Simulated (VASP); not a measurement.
## PbSe in VASP 6.6.1, single-point calculation

INCAR

```
LREAL = .FALSE.
ISMEAR = -1
SIGMA = 0.02
GGA = PE
NELM = 62
ISIF = 2
NBANDS = 17
PREC = Accurate
AMIX = 0.2
LASPH = .TRUE.
IBRION = -1
LCHARG = .FALSE.
EDIFF = 1E-7
LWAVE = .FALSE.
NSW = 0
BMIX = 0.0001
ENCUT = 520
```

KPOINTS

```
KPOINTS created by Atomic Simulation Environment
0
Gamma
8 8 8
0 0 0
```

POSCAR

```
Pb Se
 1.0000000000000000
     0.0000000000000000    2.9589767269000000    2.9589767269000000
     2.9589767269000000    0.0000000000000000    2.9589767269000000
     2.9589767269000000    2.9589767269000000    0.0000000000000000
 Pb  Se
   1   1
Cartesian
  0.0000000000000000  0.0000000000000000  0.0000000000000000
  2.9589767269000000  2.9589767269000000  2.9589767269000000
```

The recommended PBE PAW datasets give the neutral cell 20 valence electrons.

Command

```
mpirun -np 1 vasp_std
```

Problem. Predict the outcome of this run.

Solution. It converged. Results: gap between bands v and c on the k mesh 0.10 eV; least direct gap on the k mesh 0.10 eV; pressure 9.4 GPa. Band v is the last that the valence electrons fill when counted band by band, and c is the next.

OSZICAR

```
N       E                     dE             d eps       ncg     rms          rms(c)
DAV:   1     0.159332473681E+03    0.15933E+03   -0.95107E+03   987   0.122E+03
DAV:   2     0.294927115707E+01   -0.15638E+03   -0.15098E+03  1065   0.325E+02
DAV:   3    -0.794409295032E+01   -0.10893E+02   -0.10813E+02  1240   0.884E+01
DAV:   4    -0.820363260881E+01   -0.25954E+00   -0.25938E+00  1241   0.147E+01
DAV:   5    -0.821138692628E+01   -0.77543E-02   -0.77539E-02  1351   0.249E+00    0.308E+00
DAV:   6    -0.803519892814E+01    0.17619E+00   -0.21087E-01  1562   0.367E+00    0.239E+00
DAV:   7    -0.797875947783E+01    0.56439E-01   -0.31315E-01  1465   0.370E+00    0.147E+00
DAV:   8    -0.798349771528E+01   -0.47382E-02   -0.40848E-02  1325   0.241E+00    0.179E-01
DAV:   9    -0.798148342301E+01    0.20143E-02   -0.73481E-03  1507   0.861E-01    0.654E-02
DAV:  10    -0.798157171011E+01   -0.88287E-04   -0.12952E-03  1193   0.393E-01    0.597E-02
DAV:  11    -0.798152920715E+01    0.42503E-04   -0.14308E-04  1407   0.874E-02    0.260E-02
DAV:  12    -0.798151746341E+01    0.11744E-04   -0.68748E-05  1448   0.823E-02    0.779E-03
DAV:  13    -0.798151697932E+01    0.48409E-06   -0.94147E-06  1434   0.270E-02    0.488E-03
DAV:  14    -0.798151684084E+01    0.13848E-06   -0.28862E-07  1031   0.380E-03    0.378E-03
DAV:  15    -0.798151684191E+01   -0.10662E-08   -0.47879E-07  1186   0.688E-03
   1 F= -.79815168E+01 E0= -.79814291E+01  d E =-.175538E-03
```

For comparison, a separate PBE run of the intended cell, on usual settings and not on those above, gives a gap of 0.10 eV on its mesh and a pressure of 9.4 GPa.
